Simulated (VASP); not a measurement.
# Se (P3_121) in VASP: single point with r2SCANh

Aim: the single point of Se with r2SCANh.

All numbers are computed with VASP 6.6.1; they aren't measurements. Logs are shortened: lines on timing, memory, paths and dates and some standing lists are left out, and cuts for length are marked.

## (1) Starting point

It takes space group P3_121 (No. 152, trigonal). Conventional cell: a = 4.493 Å, b = 4.493 Å, c = 4.992 Å, α = 90.00°, β = 90.00°, γ = 120.00°. Se (site symmetry 2) has 2 Se at 2.38 Å as nearest neighbours.

## (2) Single point, r2SCANh

Contents of POSCAR:

```
Se
1.0
    4.4930559597      0.0000000000      0.0000000000
   -2.2465279799      3.8911006017      0.0000000000
    0.0000000000      0.0000000000      4.9923930172
Se
3
Direct
    0.2178291908      0.0000000000      0.3333333333
    1.0000000000      0.2178291908      0.6666666667
    0.7821708092      0.7821708092      0.0000000000
```

Contents of INCAR.step1:

```
  PREC = Accurate
  ENCUT = 520
  EDIFF = 1E-5
  ISMEAR = -1
  SIGMA = 0.1
  LREAL = F
  LASPH = T
  NELM = 80
  ALGO = Normal
  ISIF = 2
  LWAVE = T
  GGA = PE
  NBANDS = 16
```

Contents of INCAR.step2:

```
  PREC = Accurate
  ENCUT = 520
  EDIFF = 1E-6
  ISMEAR = -1
  SIGMA = 0.1
  LREAL = F
  LASPH = T
  NELM = 80
  ALGO = Normal
  ISIF = 2
  LWAVE = F
  LCHARG = T
  METAGGA = R2SCAN
  LHFCALC = T
  AEXX = 0.1
  LMIXTAU = T
  PRECFOCK = Normal
  HFRCUT = -1
  LELF = T
  LVHAR = T
  ISTART = 1
  NBANDS = 16
```

Contents of KPOINTS:

```
Automatic mesh
0
Gamma
  4 4 4
```

Potentials or basis: VASP PAW PBE potentials, release 64 (Se).

Started as:

```console
$ cat potpaw_PBE.64/Se/POTCAR > POTCAR
$ cp INCAR.step1 INCAR
$ mpirun -np 1 vasp_std > vasp.out
$ cp INCAR.step2 INCAR
$ mpirun -np 1 vasp_std > vasp.out
```

OUTCAR:

```text
PREC = Accurate
   ENCUT = 520
   EDIFF = 1E-6
   ISMEAR = -1
   LREAL = F
   LASPH = T
   NELM = 80
   ISIF = 2
   METAGGA = R2SCAN
   LHFCALC = T
   AEXX = 0.1
   PRECFOCK = Normal
   ISTART = 1

 ion  position               nearest neighbor table
   1  0.218  0.000  0.333-   3 2.38   2 2.38
   2  0.000  0.218  0.667-   3 2.38   1 2.38
   3  0.782  0.782  0.000-   1 2.38   2 2.38

  LATTYP: Found a hexagonal cell.
 ALAT       =     4.4930559597
 C/A-ratio  =     1.1111352856

  Lattice vectors:

 A1 = (   4.4930559597,   0.0000000000,   0.0000000000)
 A2 = (  -2.2465279799,   3.8911006017,   0.0000000000)
 A3 = (   0.0000000000,   0.0000000000,   4.9923930172)

Analysis of symmetry for initial positions (statically):
=====================================================================
 Subroutine PRICEL returns:
 Original cell was already a primitive cell.

 Routine SETGRP: Setting up the symmetry group for a
 hexagonal supercell.

 Subroutine GETGRP returns: Found  6 space group operations
 (whereof  2 operations were pure point group operations)
 out of a pool of 24 trial point group operations.

The static configuration has the point symmetry C_2 .
 The point group associated with its full space group is D_3 .

Analysis of symmetry for dynamics (positions and initial velocities):
=====================================================================
 Subroutine PRICEL returns:
 Original cell was already a primitive cell.

 Routine SETGRP: Setting up the symmetry group for a
 hexagonal supercell.

 Subroutine GETGRP returns: Found  6 space group operations
 (whereof  2 operations were pure point group operations)
 out of a pool of 24 trial point group operations.

The dynamic configuration has the point symmetry C_2 .
 The point group associated with its full space group is D_3 .

 Subroutine INISYM returns: Found  6 space group operations
 (whereof  2 operations are pure point group operations),
 and found     1 'primitive' translations

----------------------------------------------------------------------------------------

                                     Primitive cell

  volume of cell :      87.2817

  direct lattice vectors                    reciprocal lattice vectors
     4.493055960  0.000000000  0.000000000     0.222565668  0.128498348  0.000000000
    -2.246527980  3.891100602  0.000000000     0.000000000  0.256996696  0.000000000
     0.000000000  0.000000000  4.992393017     0.000000000  0.000000000  0.200304743

  length of vectors
     4.493055960  4.493055960  4.992393017     0.256996696  0.256996696  0.200304743

  position of ions in fractional coordinates (direct lattice)
     0.217829191  0.000000000  0.333333333
     0.000000000  0.217829191  0.666666667
     0.782170809  0.782170809  0.000000000

  ion indices of the primitive-cell ions
   primitive index   ion index
                 1           1
                 2           2
                 3           3

----------------------------------------------------------------------------------------

 KPOINTS: Automatic mesh

Automatic generation of k-mesh.
 Grid dimensions read from file:
 generate k-points for:    4    4    4

 Generating k-lattice:

  Cartesian coordinates                     Fractional coordinates (reciprocal lattice)
     0.055641417  0.032124587  0.000000000     0.250000000  0.000000000  0.000000000
     0.000000000  0.064249174  0.000000000     0.000000000  0.250000000  0.000000000
     0.000000000  0.000000000  0.050076186     0.000000000  0.000000000  0.250000000

  Length of vectors
     0.064249174  0.064249174  0.050076186

  Shift w.r.t. Gamma in fractional coordinates (k-lattice)
     0.000000000  0.000000000  0.000000000

 Subroutine IBZKPT returns following result:
 ===========================================

 Found     13 irreducible k-points:

 Following reciprocal coordinates:
            Coordinates               Weight
  0.000000  0.000000  0.000000      1.000000
  0.250000 -0.000000  0.000000      6.000000
  0.500000 -0.000000  0.000000      3.000000
  0.250000  0.250000  0.000000      6.000000
  0.000000  0.000000  0.250000      2.000000
  0.250000 -0.000000  0.250000      6.000000
  0.000000  0.250000  0.250000      6.000000
  0.500000 -0.000000  0.250000      6.000000
  0.250000  0.250000  0.250000     12.000000
  0.000000  0.000000  0.500000      1.000000
  0.250000 -0.000000  0.500000      6.000000
  0.500000 -0.000000  0.500000      3.000000
  0.250000  0.250000  0.500000      6.000000
   k-points           NKPTS =     13   k-points in BZ     NKDIM =     64   number of bands    NBANDS=     16
   number of dos      NEDOS =    301   number of ions     NIONS =      3
   total plane-waves  NPLWV =  51840
   dimension x,y,z NGX =    36 NGY =   36 NGZ =   40
   dimension x,y,z NGXF=    72 NGYF=   72 NGZF=   80
   ions per type =               3
   NGX,Y,Z   is equivalent  to a cutoff of  13.32, 13.32, 13.32 a.u.
   NGXF,Y,Z  is equivalent  to a cutoff of  26.64, 26.64, 26.64 a.u.
 SYSTEM =  unknown system
   PREC   = accura    normal or accurate (medium, high low for compatibility)
   ISTART =      1    job   : 0-new  1-cont  2-samecut
   ICHARG =      0    charge: 1-file 2-atom 10-const
   ISPIN  =      1    spin polarized calculation?
   LNONCOLLINEAR =      F non collinear calculations
   LSORBIT =      F    spin-orbit coupling
   LASPH  =      T    aspherical Exc in radial PAW
   ENCUT  =  520.0 eV  38.22 Ry    6.18 a.u.   8.35  8.35  9.28*2*pi/ulx,y,z
   NELM   =     80;   NELMIN=  2; NELMDL=  0     # of ELM steps
   EDIFF  = 0.1E-05   stopping-criterion for ELM
   LREAL  =      F    real-space projection
   EDIFFG = 0.1E-04   stopping-criterion for IOM
   NSW    =      0    number of steps for IOM
   IBRION =     -1    ionic relax: 0-MD 1-quasi-New 2-CG
   NFREE  =      0    steps in history (QN), initial steepest desc. (CG)
   ISIF   =      2    stress and relaxation
   ISYM   =      3    0-nonsym 1-usesym 2-fastsym
   POTIM  = 0.5000    time-step for ionic-motion
   TEBEG  =    0.0;   TEEND  =   0.0 temperature during run
   PSTRESS=    0.0 pullay stress
   NELECT =      18.0000    total number of electrons
   NUPDOWN=      -1.0000    fix difference up-down
   EMIN   =  10.00;   EMAX   =-10.00  energy-range for DOS
   EFERMI =   0.00;   METHOD = LEGACY
   ISMEAR =    -1;   SIGMA  =   0.10  broadening in eV -4-tet -1-fermi 0-gaus
   EFERMI_NEDOS =   21; number of points for ismear=-14 and -15
   IALGO  =     38    algorithm
   IMIX   =      1    mixing-type and parameters
     AMIX     =   0.40;   BMIX     =  1.00
     AMIX_MAG =   1.60;   BMIX_MAG =  1.00
  volume/ion in A,a.u.               =      29.09       196.34
  Fermi-wavevector in a.u.,A,eV,Ry     =   0.967219  1.827778 12.728412  0.935512
  Thomas-Fermi vector in A             =   2.097086
   LORBIT       =      0    0 simple, 1 ext, 2 COOP (PROOUT), +10 PAW based schemes
   METAGGA = R2SCAN    functional components
   LHFCALC =     T    Hartree Fock is set to
   PRECFOCK=normal    Normal, Fast or Accurate (Low or Medium for compatibility)
   ENCUT4O =  -1.0   cutoff for four orbital integrals eV
   NKREDX  =     1    reduce k-point grid by
   NKREDY  =     1    reduce k-point grid by
   NKREDZ  =     1    reduce k-point grid by
   AEXX    =    0.1000 exact exchange contribution
   HFSCREEN=    0.0000 screening length (either q_TF or 0.3 A-1)
   HFSCREENC=   0.0000 screening length for correlation (either q_TF or 0.3 A-1)
   ENCUTFOCK=  -1.0 apply spherical cutoff to Coloumb kernel
   IVDW    =     0    specifies the selected vdW correction
   LEPSILON=     F    determine dielectric tensor
   LRPA    =     F    only Hartree local field effects (RPA)
 non-spin polarized calculation
  energy-cutoff  :      520.00
  volume of cell :       87.28
 maximum number of plane-waves:      2377
 NGX is ok and might be reduce to    36
  NGX = 28; NGY = 28; NGZ = 28

 number of electron      18.0000000 magnetization

 Free energy of the ion-electron system (eV)
  ---------------------------------------------------
  ext. energy  EPLUGINS =         0.00000000
  ---------------------------------------------------
  free energy    TOTEN  =       -41.56103663 eV

  energy without entropy =      -41.56102592  energy(sigma->0) =      -41.56103127

 E-fermi :   2.5006     XC(G=0):  -8.1802

 val. band max:        1.5011773901   @ k =   0.5000  -0.0000   0.5000
 cond. band min:       3.5807597349   @ k =   0.0000   0.0000   0.5000
 fundamental gap:      2.0795823448
 Fermi energy:         2.5005758319

 k-point     1 :       0.0000    0.0000    0.0000
  band No.  band energies     occupation
      1     -15.2907      2.00000
      2     -10.9421      2.00000
      3     -10.9421      2.00000
      4      -2.5760      2.00000
      5      -2.5760      2.00000
      6      -2.2877      2.00000
[... 8 lines left out ...]
     15       9.0585      0.00000
     16      11.0253      0.00000

 k-point     2 :       0.2500   -0.0000    0.0000
  band No.  band energies     occupation
      1     -15.1076      2.00000
      2     -11.1321      2.00000
      3     -10.9291      2.00000
      4      -3.4433      2.00000
      5      -3.0236      2.00000
      6      -2.1265      2.00000
[... 8 lines left out ...]
     15      10.4705      0.00000
     16      11.4313      0.00000

 k-point     3 :       0.5000   -0.0000    0.0000
  band No.  band energies     occupation
      1     -14.8951      2.00000
      2     -11.3715      2.00000
      3     -10.9144      2.00000
      4      -3.7685      2.00000
      5      -3.3267      2.00000
      6      -1.9505      2.00000
[... 8 lines left out ...]
     15      12.1158      0.00000
     16      12.2266      0.00000

 k-point     4 :       0.2500    0.2500    0.0000
  band No.  band energies     occupation
      1     -14.8973      2.00000
      2     -11.2535      2.00000
      3     -11.0395      2.00000
      4      -3.6399      2.00000
      5      -3.4980      2.00000
      6      -1.7505      2.00000
[... 8 lines left out ...]
     15      11.2347      0.00000
     16      11.9177      0.00000

 k-point     5 :       0.0000    0.0000    0.2500
  band No.  band energies     occupation
      1     -14.9771      2.00000
      2     -12.6496      2.00000
      3      -9.3381      2.00000
      4      -3.2338      2.00000
      5      -2.2676      2.00000
      6      -2.1750      2.00000
[... 8 lines left out ...]
     15       9.7817      0.00000
     16       9.8588      0.00000

 k-point     6 :       0.2500   -0.0000    0.2500
  band No.  band energies     occupation
      1     -14.8032      2.00000
      2     -12.5807      2.00000
      3      -9.6747      2.00000
      4      -3.6023      2.00000
      5      -3.0893      2.00000
      6      -1.9780      2.00000
[... 8 lines left out ...]
     15      10.0863      0.00000
     16      10.5768      0.00000

 k-point     7 :       0.0000    0.2500    0.2500
  band No.  band energies     occupation
      1     -14.8020      2.00000
      2     -12.5936      2.00000
      3      -9.6422      2.00000
      4      -3.6857      2.00000
      5      -3.2345      2.00000
      6      -2.0673      2.00000
[... 8 lines left out ...]
     15      10.0597      0.00000
     16      11.0692      0.00000

 k-point     8 :       0.5000   -0.0000    0.2500
  band No.  band energies     occupation
      1     -14.6043      2.00000
      2     -12.5320      2.00000
      3      -9.9903      2.00000
      4      -4.0003      2.00000
      5      -3.6049      2.00000
      6      -2.2403      2.00000
[... 8 lines left out ...]
     15      11.6023      0.00000
     16      12.0292      0.00000

 k-point     9 :       0.2500    0.2500    0.2500
  band No.  band energies     occupation
      1     -14.6054      2.00000
      2     -12.5273      2.00000
      3      -9.9892      2.00000
      4      -3.9593      2.00000
      5      -3.6959      2.00000
      6      -2.2084      2.00000
[... 8 lines left out ...]
     15      11.0411      0.00000
     16      11.7960      0.00000

 k-point    10 :       0.0000    0.0000    0.5000
  band No.  band energies     occupation
      1     -14.0684      2.00000
      2     -14.0684      2.00000
      3      -8.5881      2.00000
      4      -3.6928      2.00000
      5      -2.0790      2.00000
      6      -2.0790      2.00000
[... 8 lines left out ...]
     15      10.0027      0.00000
     16      10.9635      0.00000

 k-point    11 :       0.2500   -0.0000    0.5000
  band No.  band energies     occupation
      1     -13.9502      2.00000
      2     -13.8975      2.00000
      3      -9.0575      2.00000
      4      -4.0737      2.00000
      5      -2.7019      2.00000
      6      -2.5409      2.00000
[... 8 lines left out ...]
     15      10.4630      0.00000
     16      11.1571      0.00000

 k-point    12 :       0.5000   -0.0000    0.5000
  band No.  band energies     occupation
      1     -13.8276      2.00000
      2     -13.7041      2.00000
      3      -9.5165      2.00000
      4      -4.5489      2.00000
      5      -3.1090      2.00000
      6      -2.8840      2.00000
[... 8 lines left out ...]
     15      11.4226      0.00000
     16      11.6526      0.00000

 k-point    13 :       0.2500    0.2500    0.5000
  band No.  band energies     occupation
      1     -13.7983      2.00000
      2     -13.7379      2.00000
      3      -9.4943      2.00000
      4      -4.4042      2.00000
      5      -3.3311      2.00000
      6      -3.2140      2.00000
[... 8 lines left out ...]
     15      10.7663      0.00000
     16      11.7752      0.00000

------------------------ aborting loop because EDIFF is reached ----------------------------------------

  FORCE on cell =-STRESS in cart. coord.  units (eV):
  Direction    XX          YY          ZZ          XY          YZ          ZX
  --------------------------------------------------------------------------------------
  -------------------------------------------------------------------------------------
  Total       -0.2022259     -0.2022259     -0.6406476      0.0000000      0.0000000     -0.0000000
  in kB       -3.7121397     -3.7121397    -11.7599842      0.0000000      0.0000000     -0.0000000
  external PRESSURE =      -6.3947546 kB  Pullay stress =       0.0000000 kB

 VOLUME and BASIS-vectors are now :
 -----------------------------------------------------------------------------
  energy-cutoff  :      520.00
  volume of cell :       87.28
      direct lattice vectors                 reciprocal lattice vectors
     4.493055960  0.000000000  0.000000000     0.222565668  0.128498348  0.000000000
    -2.246527980  3.891100602  0.000000000     0.000000000  0.256996696  0.000000000
     0.000000000  0.000000000  4.992393017     0.000000000  0.000000000  0.200304743

 POSITION                                       TOTAL-FORCE (eV/Angst)
 -----------------------------------------------------------------------------------
      0.97872      0.00000      1.66413        -0.186442     -0.000000      0.000000
     -0.48936      0.84760      3.32826         0.093221     -0.161464     -0.000000
      1.75717      3.04351      0.00000         0.093221      0.161464      0.000000
 -----------------------------------------------------------------------------------
    total drift:                                0.000000      0.000001     -0.000000

  FREE ENERGIE OF THE ION-ELECTRON SYSTEM (eV)
  ---------------------------------------------------
  free  energy   TOTEN  =       -41.5610366313 eV

  energy  without entropy=      -41.5610259162  energy(sigma->0) =      -41.56103127
```

Wall time 18 min (1 thread of Intel Xeon Platinum 8559C (Emerald Rapids), shared host); peak memory 0.24 GiB.

What came out:

```
Free energy            : -41.5610 eV
Pressure               : -0.6 GPa
Largest force          : 0.186 eV/Å
Band gap on the k mesh : 2.08 eV, indirect (least direct gap 2.34 eV)
```

Forces on the atoms (eV/Å):
```
Se  -0.186  0.000  0.000
Se   0.093 -0.161  0.000
Se   0.093  0.161  0.000
```

Caveat: the PAW data sets were made with another functional, which shifts forces and pressure a little. A k mesh can miss the band edges.
